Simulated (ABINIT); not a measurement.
**Zn: single point with BLYP**

The system is Zn.

```
Zn
1.0
     2.67000    0.00000    0.00000
    -1.33500    2.31229    0.00000
     0.00000    0.00000    4.96600
Zn
2
Direct
  0.66667 0.33333 0.75000
  0.33333 0.66667 0.25000
```

```
Program             : ABINIT 10.8.3 (patched build)
Task                : single point
Functional          : BLYP
Potentials or basis : JTH PAW PBE v2.0
Cutoff              : 707 eV
k mesh              : 11 × 11 × 6
Occupations         : fermi-dirac, width 0.05 eV
Spin                : no spin polarisation
```

```
Pressure                                              : 5.2 GPa
Band gap on the k mesh                                : none (metal or under the smearing width)
Valence electrons inside the program's atomic spheres : Zn 10.78 (radii [1.2212] Å)
```

Stress tensor (GPa, compression positive):
```
5.02 0.00 0.00
0.00 5.02 0.00
0.00 0.00 5.69
```

Levels at points of the mesh, in eV from the Fermi level:
```
           k point  band 9  band 10  band 11  band 12  band 13  band 14  band 15  band 16
(0.00, 0.00, 0.00)   -7.35    -7.15    -7.15    -3.33    -3.12    13.39    17.16    17.24
(0.00, 0.00, 0.50)   -7.24    -7.24    -7.24    -7.24     4.63     4.63    18.40    18.40
```

It took 86 s on 1 thread of Arm Neoverse V1, on a shared host, peak memory 0.13 GiB.

Caveat: the PAW data sets were made with another functional, which shifts forces and pressure a little.
